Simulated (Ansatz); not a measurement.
# Si6C: the cost of one run

Method: DFT PBEsol, scalar-relativistic, plane waves, PAW, in Ansatz 0.2.0.

4 further runs of the same task are left out: 4 set aside as unsound or not needed.

## Step 1: The structure to begin with

The structure is orthorhombic, space group Pmm2 (No. 25). The conventional cell has a = 3.842 Å, b = 3.842 Å, c = 23.791 Å, α = 90.00°, β = 90.00°, γ = 90.00°. Si (site symmetry mm2) has 2 Si at 2.35 Å as nearest neighbours. Around Si (site symmetry mm2) lie 4 Si at 2.35 Å. Si (site symmetry mm2) has 4 Si at 2.34 to 2.35 Å as nearest neighbours. Si (site symmetry mm2) is surrounded by 2 Si at 2.34 Å.

Structure file:

```xyz
6
Lattice="3.8417 0.0000 0.0000 0.0000 3.8417 0.0000 0.0000 0.0000 23.7913" Properties=species:S:1:pos:R:3 pbc="T T T"
Si    0.0000    1.9209    8.5000
Si    0.0000    0.0000    9.8583
Si    1.9209    0.0000   11.2165
Si    1.9209    1.9209   12.5668
Si    0.0000    1.9209   13.9273
Si    0.0000    0.0000   15.2590
```

Planes are indexed in the bulk's conventional cell (Fd-3m (No. 227)), a = 5.433 Å, b = 5.433 Å, c = 5.433 Å, α = 90.00°, β = 90.00°, γ = 90.00°.

This (100) slab, 6.8 Å thick as cut, with 17 Å of vacuum; its outer planes are Si (top) and Si (bottom), was relaxed beforehand with its lower half held: -3724.8377 eV, work function 5.33 eV (top face), 5.35 eV (bottom face).

## Step 2: Start: C, top (Si)

With the adsorbate the run is spin-polarised.

Input file input.yaml:

```yaml
crystal:
  lattice:
    - [3.8417168285, 0.0, 0.0]
    - [0.0, 3.8417168285, 0.0]
    - [0.0, 0.0, 25.7912600521]
  atoms:
    - { symbol: Si, position: [0.0, 0.5, 0.3295690084] }
    - { symbol: Si, position: [0.0, 0.0, 0.3822322752] }
    - { symbol: Si, position: [0.5, 0.0, 0.4348955421] }
    - { symbol: Si, position: [0.5, 0.5, 0.4872505114] }
    - { symbol: Si, position: [0.0, 0.5, 0.5400001596] }
    - { symbol: Si, position: [0.0, 0.0, 0.5916358883] }
    - { symbol: C, position: [0.0, 0.0, 0.6645287984], spin: 2.0 }
basis:
  ecutwfc: 420
kpoints:
  mp_grid: { grid: [8, 8, 1] }
hamiltonian:
  xc: pbesol
scf:
  occupations: { method: gaussian, width: 0.05 }
output:
  forces: true
  eigenvalues: true
  populations: true
magnetization:
  spin_polarized: true
relax:
  adjacent_minimum: "off"
  f_tol: 0.03
  max_steps: 70
  constraints: [{ sites: [0, 1, 2] }]
efield:
  axis: 3
  dipole_correction: true
  ramp_width: 0.04
```

Started as:

```
> ansatz run input.yaml --threads 1 --pin off --max-ram 2560MiB --backend cpu --events-out ev --progress --plain --runs-dir out
```

Q: Estimate wall time and peak memory on 1 thread of AMD EPYC 9R45 (Zen 5), shared host.

About 2.4 min, with a peak of 0.8 GiB.
